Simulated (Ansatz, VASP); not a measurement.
## Two plane-wave programs on Ge

Contents of INCAR:

```
PREC = Accurate
ENCUT = 520
EDIFF = 1E-6
ISMEAR = -1
SIGMA = 0.05
LREAL = False
LASPH = True
NELM = 80
ALGO = Normal
ISIF = 2
LWAVE = False
LCHARG = False
GGA = B5
ALDAX = 1.0
AGGAX = 1.0
AGGAC = 1.0
ALDAC = 0.0
NBANDS = 21
```

Contents of KPOINTS:

```
Automatic mesh
0
Gamma
  9 9 9
```

The input POSCAR:

```
Ge
1.0
    0.0000000000      2.9856951850      2.9856951850
    2.9856951850      0.0000000000      2.9856951850
    2.9856951850      2.9856951850      0.0000000000
Ge
2
Direct
    0.5000000000      0.5000000000      0.5000000000
    0.7500000000      0.7500000000      0.7500000000
```

Input for Ansatz:

```yaml
crystal:
  lattice:
    - [0.0, 2.985695185, 2.985695185]
    - [2.985695185, 0.0, 2.985695185]
    - [2.985695185, 2.985695185, 0.0]
  atoms:
    - { symbol: Ge, position: [0.5, 0.5, 0.5] }
    - { symbol: Ge, position: [0.75, 0.75, 0.75] }
hamiltonian:
  xc: blyp
  pseudopotentials:
    kind: paw
    azcp:
      Ge: "pseudopotentials/Ge.paw.azcp"
basis:
  ecutwfc: 420
  fft_grid_basis: typed
kpoints:
  mp_grid: { grid: [9, 9, 9], shift: [0, 0, 0] }
magnetization:
  spin_polarized: false
scf:
  occupations: { method: fermi_dirac, width: 0.05 }
output:
  stress: true
```

Alike in both runs: task single point; functional BLYP; k mesh 9 × 9 × 9; occupations fermi-dirac, width 0.05 eV; no spin polarisation.

|  | VASP | Ansatz |
| --- | --- | --- |
| version | VASP 6.6.1 | Ansatz 0.2.0 |
| potentials or method | VASP PAW PBE potentials, release 64 (Ge_d) | plane waves (420 eV) with PAW, scalar-relativistic |
| plane-wave cutoff (eV) | 520 | 420 |
| valence electrons in the cell | 28 | 28 |

VASP gave:

- pressure (GPa): -1.7

Problem. What did Ansatz give for the same quantities?

Solution. Pressure (GPa): -1.8.

Caveats: the PAW data sets were made with another functional, which shifts forces and pressure a little (VASP).
